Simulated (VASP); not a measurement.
## Sb: elastic constants with PBE

The system is Sb.

```
Sb
1.0
     3.35453    0.00000    0.00000
    -1.67727    2.90511    0.00000
     0.00000    0.00000    5.47016
Sb
2
Direct
  0.66667 0.33333 0.75000
  0.33333 0.66667 0.25000
```

This isn't the form of Sb at room conditions, which is rhombohedral.

```yaml
Program: VASP 6.6.1
Task: elastic constants
Functional: PBE
Potentials_or_basis: VASP PAW PBE potentials, release 64 (Sb)
Cutoff: 600 eV
k_mesh: 7 × 7 × 4
Occupations: gaussian, width 0.02 eV
Spin: no spin polarisation
Ions_in_elastic_constants: relaxed
Further_INCAR_settings: ALGO = Normal; EDIFF = 1e-08; IBRION = 6; POTIM = 0.015; NSW = 1; ISIF = 3
```

- Relaxed volume: 27.46 Å³/atom
- Relaxed cell: a = 3.433 Å, b = 3.433 Å, c = 5.383 Å, α = 90.00°, β = 90.00°, γ = 120.00°
- Space group after relaxing (to 0.05 Å): P6_3/mmc (No. 194)
- Voigt bulk modulus: 62 GPa
- Highest phonon frequency at Γ: 95 cm⁻¹
- Most unstable mode: 26i cm⁻¹

The path:
| step | energy change (eV) | largest force (eV/Å) | pressure (GPa) | volume (Å³) |
| --- | --- | --- | --- | --- |
| 1 | 0.0000 | 0.0000 | 1.61 | 53.31 |
| 2 | -0.0073 | 0.0000 | -0.68 | 55.41 |
| 3 | -0.0081 | 0.0000 | -0.11 | 54.85 |
| 4 | -0.0081 | 0.0000 | -0.15 | 54.89 |
| 5 | -0.0100 | 0.0000 | -0.08 | 54.86 |
| 6 | -0.0120 | 0.0000 | 0.21 | 54.74 |
| 7 | -0.0120 | 0.0000 | 0.19 | 54.76 |
| 8 | -0.0120 | 0.0000 | 0.20 | 54.75 |
| 9 | -0.0118 | 0.0000 | -0.23 | 55.15 |
| 10 | -0.0121 | 0.0000 | 0.06 | 54.88 |
| 11 | -0.0121 | 0.0000 | -0.03 | 54.96 |
| 12 | -0.0121 | 0.0000 | 0.00 | 54.93 |

Final structure:
```
CELL_PARAMETERS angstrom
3.43256 0.00000 0.00000
-1.71628 2.97268 0.00000
0.00000 0.00000 5.38276
ATOMIC_POSITIONS crystal
Sb 0.66667 0.33333 0.75000
Sb 0.33333 0.66667 0.25000
```

Phonon frequencies in cm⁻¹ (negative: imaginary):
| q point | frequencies |
| --- | --- |
| (0.000, 0.000, 0.000) | -26 -26 0 0 0 95 |

Elastic tensor in Voigt notation (GPa, in the Cartesian axes of the cell as first typed):
```
132  22  33   0   0   0
 22 132  33   0   0   0
 33  33 112   0   0   0
  0   0   0  41   0   0
  0   0   0   0  41   0
  0   0   0   0   0  55
```

Clamped-ion elastic tensor (GPa):
```
132  22  33   0   0   0
 22 132  33   0   0   0
 33  33 112   0   0   0
  0   0   0  41   0   0
  0   0   0   0  41   0
  0   0   0   0   0  55
```

It took 5.3 min on 1 thread of Intel(R) Xeon(R) Platinum 8375C CPU @ 2.90GHz (Ice Lake) (shared host), peak memory 0.25 GiB.

Caveat: some modes are imaginary. Spin-orbit coupling is left out, which matters for the levels of Sb.
